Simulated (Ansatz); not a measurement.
As: clamped-ion strain scan

Method: DFT PBE, scalar-relativistic, plane waves, PAW (Ansatz 0.2.0). The runs took a 420 eV cutoff, a Γ-centred 18×18×18 mesh and Gaussian smearing (0.15 eV). No spin polarisation. Energies are free energies at this smearing, counted from the undisturbed cell; pressure is positive in compression.

Zero of the scan (as given, not relaxed at this level; it stands at 2.6 GPa; this simple cubic form isn't the usual structure):

```
CELL_PARAMETERS angstrom
2.70368 0.00000 0.00000
0.00000 2.70368 0.00000
0.00000 0.00000 2.70368
ATOMIC_POSITIONS crystal
As 0.50000 0.50000 0.50000
```

The cell is strained by ε times the Voigt pattern (1, 1, 0, 0, 0, 0) (xx, yy, zz, yz, xz, xy; engineering shear) with fractional coordinates fixed. The cell is metallic on the mesh throughout.

| ε | ΔE (meV/atom) |
| --- | --- |
| -0.1000 | 461.2 |
| -0.0750 | 249.4 |
| -0.0500 | 112.8 |
| -0.0250 | 34.6 |
| 0.0000 | 0.0 |
| 0.0250 | 1.4 |
| 0.0500 | 32.7 |
| 0.0750 | 86.3 |
| 0.0875 | 119.5 |
| 0.1000 | 155.9 |

Problem. Predict the stress summed along the pattern (GPa, tension positive) at each point.

Solution.
```tsv
ε	stress summed along the pattern (GPa, tension positive)
-0.1000	-91.14
-0.0750	-59.94
-0.0500	-35.88
-0.0250	-18.05
0.0000	-5.25
0.0250	5.63
0.0500	13.47
0.0750	18.90
0.0875	20.84
0.1000	22.22
```